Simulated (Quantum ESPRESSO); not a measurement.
## Co under changes of volume

One of the cells (10.640 Å³/atom); the others are scaled copies at fixed shape and fractional positions:

```
CELL_PARAMETERS angstrom
2.47200 0.00000 0.00000
-1.23600 2.14081 0.00000
0.00000 0.00000 4.02114
ATOMIC_POSITIONS crystal
Co 0.66667 0.33333 0.75000
Co 0.33333 0.66667 0.25000
```

```yaml
Program: Quantum ESPRESSO 7.5
Functional: PBE
Potentials_or_basis: PseudoDojo 0.4.1 SR PBE standard
Cutoff: 1306 eV
Density_cutoff: 5225 eV
k_mesh: 10 × 10 × 6
Occupations: fermi-dirac, width 0.05 eV
Spin: collinear spin, ferromagnetic start
Starting_moments: "[2.0, 2.0] μB"
```

```tsv
volume (Å³/atom)	energy over the lowest point (meV/atom)	pressure (GPa)	moment (μB per cell)
10.002	?	?	?
10.215	34.15	16.6	3.27
10.427	15.79	10.9	3.30
10.640	4.65	5.8	3.32
10.853	0.00	1.2	3.33
11.066	1.14	-3.0	3.35
11.279	7.50	-6.7	3.36
```

Question: What does the run at 10.002 Å³/atom give?

Answer: Energy over the lowest point 60.56 meV/atom; pressure 22.8 GPa; moment 3.23 μB per cell.

Worked out: A Birch-Murnaghan fit of order 3 (a polynomial in V^(-2/3)) to the other rows has its minimum at 10.91 Å³/atom with B0 = V·E''(V) = 216 GPa and B' = 4.8 at fixed shape and positions, which overstates the stiffness. It gives 60.74 meV/atom at 10.002 Å³/atom, against the run's 60.56, and -dE/dV = 23.3 GPa, against 22.8. A parabola through the other rows of the moment, of slope 0.141 μB per Å³/atom there, extrapolates to 3.24 μB, against the run's 3.23.

Energies are extrapolated to zero smearing.
